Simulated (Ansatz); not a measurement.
HfSi3O8 (monoclinic HfO2 sites, P1) by several functionals

All numbers come from Ansatz. Note: simulated data, non-magnetic, for a generated structure that need not be the stable one.

The cell is HfSi3O8 on the sites of monoclinic HfO2 (relaxed group P1); cell and atoms were relaxed with r2SCAN. It is triclinic, P1 (No. 1); conventional cell a = 4.345 Å, b = 4.873 Å, c = 5.321 Å, α = 99.6°, β = 96.3°, γ = 94.0°, 9.16 Å³ an atom. Hf has 7 O at 2.00–2.43 Å; Si has 5 O at 1.67–1.81 Å; Si has 6 O at 1.67–1.90 Å; Si has 4 O at 1.62–1.70 Å; O has 1 Si at 1.67 Å and 1 Hf at 2.00 Å; O has 2 Si at 1.77–1.81 Å and 1 Hf at 2.05 Å; O has 2 Si at 1.70–1.85 Å and 1 Hf at 2.20 Å; O has 2 Si at 1.62–1.79 Å and 1 Hf at 2.43 Å (further sites aren't listed).

```yaml
crystal:
  lattice:
    - [4.87022, 0.16139, -0.02742]
    - [0.16316, 4.33217, 0.29305]
    - [-0.86504, 0.26740, 5.24322]
  atoms:
    - { symbol: Hf, position: [0.30150, 0.45136, 0.71970] }
    - { symbol: Si, position: [0.78165, 0.92680, 0.81793] }
    - { symbol: Si, position: [0.73282, 0.51766, 0.33971] }
    - { symbol: Si, position: [0.25832, 0.08426, 0.21227] }
    - { symbol: O, position: [0.44977, 0.85072, 0.80601] }
    - { symbol: O, position: [0.64116, 0.26279, 0.58996] }
    - { symbol: O, position: [0.50855, 0.30026, 0.11859] }
    - { symbol: O, position: [0.41706, 0.75095, 0.34360] }
    - { symbol: O, position: [0.07497, 0.25924, 0.39766] }
    - { symbol: O, position: [0.86871, 0.72746, 0.11646] }
    - { symbol: O, position: [0.91573, 0.71335, 0.61182] }
    - { symbol: O, position: [0.04975, 0.15515, 0.92626] }
```

Gaps on the r2SCAN cell, each the least over its mesh and the special points:

| level | k mesh | gap (eV) | kind | edges | least direct gap (eV) |
| --- | --- | --- | --- | --- | --- |
| PBE+SOC | 6×6×6 | 4.43 | indirect | (1/8, 0.354, -0.062) → R₂ | 4.60 |
| r2SCAN | 6×6×6 | 4.99 | indirect | (1/8, 0.354, -0.062) → R₂ | 5.21 |
| HSE06 | 4×4×4 | 6.21 | indirect | (1/8, 0.354, -0.062) → R₂ | 6.45 |
| PBE0 | 4×4×4 | 6.99 | indirect | (1/8, 0.354, -0.062) → R₂ | 7.22 |

Wave cutoffs: 420 eV, 500 eV (r2SCAN).
Points off the special ones are mesh points or PBE's searched band edges, reused at the other levels. PBE's own run along the path (4.44 eV) came before the search for the edges and missed one, so it isn't listed.

With HSE06 the valence top lies at k = (1/8, 0.354, -0.062) and the conduction bottom at R₂, 6.21 eV higher; the smallest vertical gap, at k = (1/3, -1/2, -1/6), is 6.45 eV.

Among these functionals the gap stays indirect.

Only the levels marked +SOC include spin-orbit coupling.

Coordinates of k points refer to the reciprocal vectors of the primitive cell of the runs.

The meshes of the hybrids are coarse, so their gaps aren't converged to the digits shown.
